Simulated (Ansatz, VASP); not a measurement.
**BN (BN (P6_3/mmc)): VASP beside Ansatz**

Aim: how closely do two programs agree when they are given the same cell, functional and k mesh? The cell is taken from a series of runs on this material, whose earlier steps may have relaxed, scaled, displaced or heated it; both programs get it as it stands.

Method: plane waves, with VASP 6.6.1 beside it; single point at PBEsol, in Ansatz 0.2.0.

## Step 1: The starting structure

The cell holds 216 atoms: 108 B and 108 N. Cell: a = 13.011 Å, b = 13.011 Å, c = 13.322 Å, α = 90.0°, β = 90.0°, γ = 120.0°.

## Step 2: VASP: single point, PBEsol

A single point gives forces, pressure and levels at one fixed geometry, so differences don't come from the geometry; what else differs is listed under the comparison.

Lines of VASP's logs that name or quote its potential files are left out, and so is its time.

Contents of INCAR:

```
SYSTEM = BN
PREC = Accurate
ENCUT = 520
EDIFF = 1E-06
NELM = 120
ISMEAR = -1
SIGMA = 0.01
LREAL = Auto
ALGO = Normal
GGA = PS
NBANDS = 583
LORBIT = 11
LWAVE = .FALSE.
LCHARG = .FALSE.
ISIF = 2
LASPH = .TRUE.
GGA_COMPAT = .FALSE.
EFERMI = MIDGAP
```

Contents of POSCAR:

```
BN
1.0
   11.2680000000      6.5055840000      0.0000000000
  -11.2680000000      6.5055840000      0.0000000000
    0.0000000000      0.0000000000     13.3220000000
B N
108 108
Direct
    0.0000000000      0.2222222222      0.1250000000
    0.1111111111      0.1111111111      0.1250000000
    0.2222222222      0.0000000000      0.1250000000
    0.0000000000      0.1111111111      0.3750000000
    0.1111111111      0.0000000000      0.3750000000
    0.2222222222      0.2222222222      0.3750000000
    0.0000000000      0.2222222222      0.6250000000
    0.1111111111      0.1111111111      0.6250000000
    0.2222222222      0.0000000000      0.6250000000
    0.0000000000      0.1111111111      0.8750000000
    0.1111111111      0.0000000000      0.8750000000
    0.2222222222      0.2222222222      0.8750000000
    0.0000000000      0.5555555556      0.1250000000
    0.1111111111      0.4444444444      0.1250000000
    0.2222222222      0.3333333333      0.1250000000
    0.0000000000      0.4444444444      0.3750000000
    0.1111111111      0.3333333333      0.3750000000
    0.2222222222      0.5555555556      0.3750000000
    0.0000000000      0.5555555556      0.6250000000
    0.1111111111      0.4444444444      0.6250000000
    0.2222222222      0.3333333333      0.6250000000
    0.0000000000      0.4444444444      0.8750000000
    0.1111111111      0.3333333333      0.8750000000
    0.2222222222      0.5555555556      0.8750000000
    0.0000000000      0.8888888889      0.1250000000
    0.1111111111      0.7777777778      0.1250000000
    0.2222222222      0.6666666667      0.1250000000
    0.0000000000      0.7777777778      0.3750000000
    0.1111111111      0.6666666667      0.3750000000
    0.2222222222      0.8888888889      0.3750000000
[... 180 atom lines left out ...]
    0.6666666667      0.7777777778      0.6250000000
    0.7777777778      0.6666666667      0.6250000000
    0.8888888889      0.8888888889      0.6250000000
    0.6666666667      0.8888888889      0.8750000000
    0.7777777778      0.7777777778      0.8750000000
    0.8888888889      0.6666666667      0.8750000000
```

Contents of KPOINTS:

```
Automatic mesh
0
Gamma
1 1 1
0 0 0
```

The projector-augmented-wave data sets are B and N (PBE family, release 64).

Command:

```sh
export OMP_NUM_THREADS=3
mpirun -np 1 vasp_gam
```

Numbers of over 12 decimals in the logs are rounded to 6 here.

The log of the run:

```text
[banner, memory and clock lines left out]
running    1 mpi-ranks, on    1 nodes
[...]
Offloading initialized ...    1 GPUs detected
[...]
|                                                                             |
|               ----> ADVICE to this user running VASP <----                  |
|                                                                             |
|     You enforced a specific xc type in the INCAR file but a different       |
|     [... a line on the potential file left out ...]
|     I HOPE YOU KNOW WHAT YOU ARE DOING!                                     |
|                                                                             |

 LDA part: xc-table for (Slater+PW92), standard interpolation
 POSCAR, INCAR and KPOINTS ok, starting setup
[...]
entering main loop
       N       E                     dE             d eps       ncg     rms          rms(c)
DAV:   1     0.806375235092E+04    0.80638E+04   -0.49063E+05  1182   0.148E+03
DAV:   2    -0.116338418491E+04   -0.92271E+04   -0.86314E+04  1740   0.380E+02
DAV:   3    -0.213390524412E+04   -0.97052E+03   -0.95856E+03  1364   0.125E+02
DAV:   4    -0.215935219767E+04   -0.25447E+02   -0.25384E+02  1396   0.208E+01
[...]
DAV:  13    -0.197376074634E+04   -0.14068E-04   -0.50067E-05  1364   0.102E-02    0.579E-03
DAV:  14    -0.197376074989E+04   -0.35535E-05   -0.58028E-06  1116   0.295E-03    0.263E-03
DAV:  15    -0.197376074928E+04    0.61270E-06   -0.20443E-07   828   0.606E-04
   1 F= -.19737607E+04 E0= -.19737607E+04  d E =0.000000E+00
```

From OUTCAR (step 2):

```text
  FREE ENERGIE OF THE ION-ELECTRON SYSTEM (eV)
  ---------------------------------------------------
  free  energy   TOTEN  =     -1973.7607492810 eV

  energy  without entropy=    -1973.7607492810  energy(sigma->0) =    -1973.76074928
```

The run ends at a pressure of 0.86 GPa.

## Step 3: Ansatz: single point, PBEsol

Ansatz runs on its default PAW (the set named soft_2) files.

The same cell, functional, mesh and smearing now go to Ansatz.

Contents of input.yaml:

```yaml
crystal:
  lattice:
    - [11.268, 6.505584, 0.0]
    - [-11.268, 6.505584, 0.0]
    - [0.0, 0.0, 13.322]
  atoms:
    - { symbol: B, position: [0.0, 0.2222222222, 0.125] }
    - { symbol: B, position: [0.1111111111, 0.1111111111, 0.125] }
    - { symbol: B, position: [0.2222222222, 0.0, 0.125] }
    - { symbol: B, position: [0.0, 0.1111111111, 0.375] }
    - { symbol: B, position: [0.1111111111, 0.0, 0.375] }
    - { symbol: B, position: [0.2222222222, 0.2222222222, 0.375] }
    - { symbol: "N", position: [0.0, 0.1111111111, 0.125] }
    - { symbol: "N", position: [0.1111111111, 0.0, 0.125] }
    - { symbol: "N", position: [0.2222222222, 0.2222222222, 0.125] }
    - { symbol: "N", position: [0.0, 0.2222222222, 0.375] }
    - { symbol: "N", position: [0.1111111111, 0.1111111111, 0.375] }
    - { symbol: "N", position: [0.2222222222, 0.0, 0.375] }
    - { symbol: B, position: [0.0, 0.2222222222, 0.625] }
    - { symbol: B, position: [0.1111111111, 0.1111111111, 0.625] }
    - { symbol: B, position: [0.2222222222, 0.0, 0.625] }
    - { symbol: B, position: [0.0, 0.1111111111, 0.875] }
    - { symbol: B, position: [0.1111111111, 0.0, 0.875] }
    - { symbol: B, position: [0.2222222222, 0.2222222222, 0.875] }
    - { symbol: "N", position: [0.0, 0.1111111111, 0.625] }
    - { symbol: "N", position: [0.1111111111, 0.0, 0.625] }
    - { symbol: "N", position: [0.2222222222, 0.2222222222, 0.625] }
    - { symbol: "N", position: [0.0, 0.2222222222, 0.875] }
    - { symbol: "N", position: [0.1111111111, 0.1111111111, 0.875] }
    - { symbol: "N", position: [0.2222222222, 0.0, 0.875] }
    - { symbol: B, position: [0.0, 0.5555555556, 0.125] }
    - { symbol: B, position: [0.1111111111, 0.4444444444, 0.125] }
    - { symbol: B, position: [0.2222222222, 0.3333333333, 0.125] }
    - { symbol: B, position: [0.0, 0.4444444444, 0.375] }
    - { symbol: B, position: [0.1111111111, 0.3333333333, 0.375] }
    - { symbol: B, position: [0.2222222222, 0.5555555556, 0.375] }
    - { symbol: "N", position: [0.0, 0.4444444444, 0.125] }
    - { symbol: "N", position: [0.1111111111, 0.3333333333, 0.125] }
    - { symbol: "N", position: [0.2222222222, 0.5555555556, 0.125] }
    - { symbol: "N", position: [0.0, 0.5555555556, 0.375] }
    - { symbol: "N", position: [0.1111111111, 0.4444444444, 0.375] }
    - { symbol: "N", position: [0.2222222222, 0.3333333333, 0.375] }
    - { symbol: B, position: [0.0, 0.5555555556, 0.625] }
    - { symbol: B, position: [0.1111111111, 0.4444444444, 0.625] }
    - { symbol: B, position: [0.2222222222, 0.3333333333, 0.625] }
    - { symbol: B, position: [0.0, 0.4444444444, 0.875] }
    - { symbol: B, position: [0.1111111111, 0.3333333333, 0.875] }
    - { symbol: B, position: [0.2222222222, 0.5555555556, 0.875] }
    - { symbol: "N", position: [0.0, 0.4444444444, 0.625] }
    - { symbol: "N", position: [0.1111111111, 0.3333333333, 0.625] }
    - { symbol: "N", position: [0.2222222222, 0.5555555556, 0.625] }
    - { symbol: "N", position: [0.0, 0.5555555556, 0.875] }
    - { symbol: "N", position: [0.1111111111, 0.4444444444, 0.875] }
    - { symbol: "N", position: [0.2222222222, 0.3333333333, 0.875] }
    - { symbol: B, position: [0.0, 0.8888888889, 0.125] }
    - { symbol: B, position: [0.1111111111, 0.7777777778, 0.125] }
    - { symbol: B, position: [0.2222222222, 0.6666666667, 0.125] }
    - { symbol: B, position: [0.0, 0.7777777778, 0.375] }
    - { symbol: B, position: [0.1111111111, 0.6666666667, 0.375] }
    - { symbol: B, position: [0.2222222222, 0.8888888889, 0.375] }
    - { symbol: "N", position: [0.0, 0.7777777778, 0.125] }
    - { symbol: "N", position: [0.1111111111, 0.6666666667, 0.125] }
    - { symbol: "N", position: [0.2222222222, 0.8888888889, 0.125] }
    - { symbol: "N", position: [0.0, 0.8888888889, 0.375] }
    - { symbol: "N", position: [0.1111111111, 0.7777777778, 0.375] }
    - { symbol: "N", position: [0.2222222222, 0.6666666667, 0.375] }
    - { symbol: B, position: [0.0, 0.8888888889, 0.625] }
    - { symbol: B, position: [0.1111111111, 0.7777777778, 0.625] }
    - { symbol: B, position: [0.2222222222, 0.6666666667, 0.625] }
    - { symbol: B, position: [0.0, 0.7777777778, 0.875] }
    - { symbol: B, position: [0.1111111111, 0.6666666667, 0.875] }
    - { symbol: B, position: [0.2222222222, 0.8888888889, 0.875] }
    - { symbol: "N", position: [0.0, 0.7777777778, 0.625] }
    - { symbol: "N", position: [0.1111111111, 0.6666666667, 0.625] }
    - { symbol: "N", position: [0.2222222222, 0.8888888889, 0.625] }
    - { symbol: "N", position: [0.0, 0.8888888889, 0.875] }
    - { symbol: "N", position: [0.1111111111, 0.7777777778, 0.875] }
    - { symbol: "N", position: [0.2222222222, 0.6666666667, 0.875] }
    - { symbol: B, position: [0.3333333333, 0.2222222222, 0.125] }
    - { symbol: B, position: [0.4444444444, 0.1111111111, 0.125] }
    - { symbol: B, position: [0.5555555556, 0.0, 0.125] }
    - { symbol: B, position: [0.3333333333, 0.1111111111, 0.375] }
    - { symbol: B, position: [0.4444444444, 0.0, 0.375] }
    - { symbol: B, position: [0.5555555556, 0.2222222222, 0.375] }
    - { symbol: "N", position: [0.3333333333, 0.1111111111, 0.125] }
    - { symbol: "N", position: [0.4444444444, 0.0, 0.125] }
    - { symbol: "N", position: [0.5555555556, 0.2222222222, 0.125] }
    - { symbol: "N", position: [0.3333333333, 0.2222222222, 0.375] }
    - { symbol: "N", position: [0.4444444444, 0.1111111111, 0.375] }
    - { symbol: "N", position: [0.5555555556, 0.0, 0.375] }
    - { symbol: B, position: [0.3333333333, 0.2222222222, 0.625] }
    - { symbol: B, position: [0.4444444444, 0.1111111111, 0.625] }
    - { symbol: B, position: [0.5555555556, 0.0, 0.625] }
    - { symbol: B, position: [0.3333333333, 0.1111111111, 0.875] }
    - { symbol: B, position: [0.4444444444, 0.0, 0.875] }
    - { symbol: B, position: [0.5555555556, 0.2222222222, 0.875] }
    - { symbol: "N", position: [0.3333333333, 0.1111111111, 0.625] }
    - { symbol: "N", position: [0.4444444444, 0.0, 0.625] }
    - { symbol: "N", position: [0.5555555556, 0.2222222222, 0.625] }
    - { symbol: "N", position: [0.3333333333, 0.2222222222, 0.875] }
    - { symbol: "N", position: [0.4444444444, 0.1111111111, 0.875] }
    - { symbol: "N", position: [0.5555555556, 0.0, 0.875] }
    - { symbol: B, position: [0.3333333333, 0.5555555556, 0.125] }
    - { symbol: B, position: [0.4444444444, 0.4444444444, 0.125] }
    - { symbol: B, position: [0.5555555556, 0.3333333333, 0.125] }
    - { symbol: B, position: [0.3333333333, 0.4444444444, 0.375] }
    - { symbol: B, position: [0.4444444444, 0.3333333333, 0.375] }
    - { symbol: B, position: [0.5555555556, 0.5555555556, 0.375] }
    - { symbol: "N", position: [0.3333333333, 0.4444444444, 0.125] }
    - { symbol: "N", position: [0.4444444444, 0.3333333333, 0.125] }
    - { symbol: "N", position: [0.5555555556, 0.5555555556, 0.125] }
    - { symbol: "N", position: [0.3333333333, 0.5555555556, 0.375] }
    - { symbol: "N", position: [0.4444444444, 0.4444444444, 0.375] }
    - { symbol: "N", position: [0.5555555556, 0.3333333333, 0.375] }
    - { symbol: B, position: [0.3333333333, 0.5555555556, 0.625] }
    - { symbol: B, position: [0.4444444444, 0.4444444444, 0.625] }
    - { symbol: B, position: [0.5555555556, 0.3333333333, 0.625] }
    - { symbol: B, position: [0.3333333333, 0.4444444444, 0.875] }
    - { symbol: B, position: [0.4444444444, 0.3333333333, 0.875] }
    - { symbol: B, position: [0.5555555556, 0.5555555556, 0.875] }
    - { symbol: "N", position: [0.3333333333, 0.4444444444, 0.625] }
    - { symbol: "N", position: [0.4444444444, 0.3333333333, 0.625] }
    - { symbol: "N", position: [0.5555555556, 0.5555555556, 0.625] }
    - { symbol: "N", position: [0.3333333333, 0.5555555556, 0.875] }
    - { symbol: "N", position: [0.4444444444, 0.4444444444, 0.875] }
    - { symbol: "N", position: [0.5555555556, 0.3333333333, 0.875] }
    - { symbol: B, position: [0.3333333333, 0.8888888889, 0.125] }
    - { symbol: B, position: [0.4444444444, 0.7777777778, 0.125] }
    - { symbol: B, position: [0.5555555556, 0.6666666667, 0.125] }
    - { symbol: B, position: [0.3333333333, 0.7777777778, 0.375] }
    - { symbol: B, position: [0.4444444444, 0.6666666667, 0.375] }
    - { symbol: B, position: [0.5555555556, 0.8888888889, 0.375] }
    - { symbol: "N", position: [0.3333333333, 0.7777777778, 0.125] }
    - { symbol: "N", position: [0.4444444444, 0.6666666667, 0.125] }
    - { symbol: "N", position: [0.5555555556, 0.8888888889, 0.125] }
    - { symbol: "N", position: [0.3333333333, 0.8888888889, 0.375] }
    - { symbol: "N", position: [0.4444444444, 0.7777777778, 0.375] }
    - { symbol: "N", position: [0.5555555556, 0.6666666667, 0.375] }
    - { symbol: B, position: [0.3333333333, 0.8888888889, 0.625] }
    - { symbol: B, position: [0.4444444444, 0.7777777778, 0.625] }
    - { symbol: B, position: [0.5555555556, 0.6666666667, 0.625] }
    - { symbol: B, position: [0.3333333333, 0.7777777778, 0.875] }
    - { symbol: B, position: [0.4444444444, 0.6666666667, 0.875] }
    - { symbol: B, position: [0.5555555556, 0.8888888889, 0.875] }
    - { symbol: "N", position: [0.3333333333, 0.7777777778, 0.625] }
    - { symbol: "N", position: [0.4444444444, 0.6666666667, 0.625] }
    - { symbol: "N", position: [0.5555555556, 0.8888888889, 0.625] }
    - { symbol: "N", position: [0.3333333333, 0.8888888889, 0.875] }
    - { symbol: "N", position: [0.4444444444, 0.7777777778, 0.875] }
    - { symbol: "N", position: [0.5555555556, 0.6666666667, 0.875] }
    - { symbol: B, position: [0.6666666667, 0.2222222222, 0.125] }
    - { symbol: B, position: [0.7777777778, 0.1111111111, 0.125] }
    - { symbol: B, position: [0.8888888889, 0.0, 0.125] }
    - { symbol: B, position: [0.6666666667, 0.1111111111, 0.375] }
    - { symbol: B, position: [0.7777777778, 0.0, 0.375] }
    - { symbol: B, position: [0.8888888889, 0.2222222222, 0.375] }
    - { symbol: "N", position: [0.6666666667, 0.1111111111, 0.125] }
    - { symbol: "N", position: [0.7777777778, 0.0, 0.125] }
    - { symbol: "N", position: [0.8888888889, 0.2222222222, 0.125] }
    - { symbol: "N", position: [0.6666666667, 0.2222222222, 0.375] }
    - { symbol: "N", position: [0.7777777778, 0.1111111111, 0.375] }
    - { symbol: "N", position: [0.8888888889, 0.0, 0.375] }
    - { symbol: B, position: [0.6666666667, 0.2222222222, 0.625] }
    - { symbol: B, position: [0.7777777778, 0.1111111111, 0.625] }
    - { symbol: B, position: [0.8888888889, 0.0, 0.625] }
    - { symbol: B, position: [0.6666666667, 0.1111111111, 0.875] }
    - { symbol: B, position: [0.7777777778, 0.0, 0.875] }
    - { symbol: B, position: [0.8888888889, 0.2222222222, 0.875] }
    - { symbol: "N", position: [0.6666666667, 0.1111111111, 0.625] }
    - { symbol: "N", position: [0.7777777778, 0.0, 0.625] }
    - { symbol: "N", position: [0.8888888889, 0.2222222222, 0.625] }
    - { symbol: "N", position: [0.6666666667, 0.2222222222, 0.875] }
    - { symbol: "N", position: [0.7777777778, 0.1111111111, 0.875] }
    - { symbol: "N", position: [0.8888888889, 0.0, 0.875] }
    - { symbol: B, position: [0.6666666667, 0.5555555556, 0.125] }
    - { symbol: B, position: [0.7777777778, 0.4444444444, 0.125] }
    - { symbol: B, position: [0.8888888889, 0.3333333333, 0.125] }
    - { symbol: B, position: [0.6666666667, 0.4444444444, 0.375] }
    - { symbol: B, position: [0.7777777778, 0.3333333333, 0.375] }
    - { symbol: B, position: [0.8888888889, 0.5555555556, 0.375] }
    - { symbol: "N", position: [0.6666666667, 0.4444444444, 0.125] }
    - { symbol: "N", position: [0.7777777778, 0.3333333333, 0.125] }
    - { symbol: "N", position: [0.8888888889, 0.5555555556, 0.125] }
    - { symbol: "N", position: [0.6666666667, 0.5555555556, 0.375] }
    - { symbol: "N", position: [0.7777777778, 0.4444444444, 0.375] }
    - { symbol: "N", position: [0.8888888889, 0.3333333333, 0.375] }
    - { symbol: B, position: [0.6666666667, 0.5555555556, 0.625] }
    - { symbol: B, position: [0.7777777778, 0.4444444444, 0.625] }
    - { symbol: B, position: [0.8888888889, 0.3333333333, 0.625] }
    - { symbol: B, position: [0.6666666667, 0.4444444444, 0.875] }
    - { symbol: B, position: [0.7777777778, 0.3333333333, 0.875] }
    - { symbol: B, position: [0.8888888889, 0.5555555556, 0.875] }
    - { symbol: "N", position: [0.6666666667, 0.4444444444, 0.625] }
    - { symbol: "N", position: [0.7777777778, 0.3333333333, 0.625] }
    - { symbol: "N", position: [0.8888888889, 0.5555555556, 0.625] }
    - { symbol: "N", position: [0.6666666667, 0.5555555556, 0.875] }
    - { symbol: "N", position: [0.7777777778, 0.4444444444, 0.875] }
    - { symbol: "N", position: [0.8888888889, 0.3333333333, 0.875] }
    - { symbol: B, position: [0.6666666667, 0.8888888889, 0.125] }
    - { symbol: B, position: [0.7777777778, 0.7777777778, 0.125] }
    - { symbol: B, position: [0.8888888889, 0.6666666667, 0.125] }
    - { symbol: B, position: [0.6666666667, 0.7777777778, 0.375] }
    - { symbol: B, position: [0.7777777778, 0.6666666667, 0.375] }
    - { symbol: B, position: [0.8888888889, 0.8888888889, 0.375] }
    - { symbol: "N", position: [0.6666666667, 0.7777777778, 0.125] }
    - { symbol: "N", position: [0.7777777778, 0.6666666667, 0.125] }
    - { symbol: "N", position: [0.8888888889, 0.8888888889, 0.125] }
    - { symbol: "N", position: [0.6666666667, 0.8888888889, 0.375] }
    - { symbol: "N", position: [0.7777777778, 0.7777777778, 0.375] }
    - { symbol: "N", position: [0.8888888889, 0.6666666667, 0.375] }
    - { symbol: B, position: [0.6666666667, 0.8888888889, 0.625] }
    - { symbol: B, position: [0.7777777778, 0.7777777778, 0.625] }
    - { symbol: B, position: [0.8888888889, 0.6666666667, 0.625] }
    - { symbol: B, position: [0.6666666667, 0.7777777778, 0.875] }
    - { symbol: B, position: [0.7777777778, 0.6666666667, 0.875] }
    - { symbol: B, position: [0.8888888889, 0.8888888889, 0.875] }
    - { symbol: "N", position: [0.6666666667, 0.7777777778, 0.625] }
    - { symbol: "N", position: [0.7777777778, 0.6666666667, 0.625] }
    - { symbol: "N", position: [0.8888888889, 0.8888888889, 0.625] }
    - { symbol: "N", position: [0.6666666667, 0.8888888889, 0.875] }
    - { symbol: "N", position: [0.7777777778, 0.7777777778, 0.875] }
    - { symbol: "N", position: [0.8888888889, 0.6666666667, 0.875] }
basis:
  ecutwfc: 420
  xc_grid: 2
hamiltonian:
  xc: pbesol
kpoints:
  mp_grid: { grid: [1, 1, 1] }
scf:
  occupations: { method: fermi_dirac, width: 0.01 }
  max_iter: 80
```

Command:

```sh
ansatz run input.yaml --threads 12 --pin off --max-ram 56524MiB --backend cuda --events-out ev --progress --plain --runs-dir out
```

The log of the run:

```text
Engine: ansatz 0.2.0, aarch64-unknown-linux-gnu
[...]
Pseudopotential: B, paw, valence charge 3, recommended cutoff 420 eV (normal), B.paw.azcp
Pseudopotential: N, paw, valence charge 5, recommended cutoff 420 eV (normal), N.paw.azcp
Functional definition: PBEsol
[...]
Crystal: 216 atoms, lattice volume = 1953.136 Å³
Basis set: ecut = 420 eV, 38193 PW (Γ), exchange–correlation on 180×180×180 points (8 copies of the dense FFT grid, shifted against one another)
Bands: 648, of which v1, the nominal top of the filled ones, is band 432 counted from 1 (431 counted from 0)
[...]
Space group: P63/mmc (ITA 194), of the structure as read, at distance tolerance 1.3e-4 Å
k-points: 1
[...]
Functional: x = pbesol(κ = 0.804, μ = 0.123457), c = pbesol(β = 0.046)
[...]
SCF iter   2: F=—  HF=-57647.066447 eV  |F-HF|=—  |Δ(HF+E_count)|=   2.78e-1  Δρ=1.84e-3  dr2=7.20e-2  ethr=1.29e-4  ⟨swp⟩=2.0  Hψ=1076  notcnv=0  defer=206
[...]
automatic band count: iteration 3 solves 500 bands in place of 648: the levels show a gap, and the empty bands left out lie too high to hold charge; the band table lists the bands solved (type scf.n_e [...]
[...]
SCF iter   5: F=—  HF=-57647.067198 eV  |F-HF|=—  |Δ(HF+E_count)|=   1.39e-3  Δρ=2.48e-5  dr2=9.03e-6  ethr=4.22e-8  ⟨swp⟩=2.0  Hψ=874  notcnv=0  defer=58
SCF iter   6: F=-57647.067213 eV  HF=-57647.067213 eV  |F-HF|=1.39e-7  |Δ(HF+E_count)|=   1.46e-5  Δρ=2.55e-6  dr2=8.11e-8  ethr=1.16e-10  ⟨swp⟩=3.0  Hψ=1208  notcnv=0
SCF 1 converged in 6 iterations: F = -57647.067213 eV  dr2 = 8.11e-8
[...]
SCF converged after 6 iterations
Free energy (F): -57647.067213 eV
[...]
Fermi energy:    6.782666 eV
--- Per-component energies (eV) ---
[...]
```

(Continued in part 2 of 2.)

[Lines on the potential files, build, host, timing and source positions are cut from VASP's logs without a mark.]

[Logs are printed without paths, hosts, clocks, repeated set-up lines and the standing remarks that a program may print on its own settings, such as how far it seeks lower states.]

[Hosts, paths, dates, database ids (printed as entryN), source tags and the programs' standing remarks are cut or masked in the printed files.]
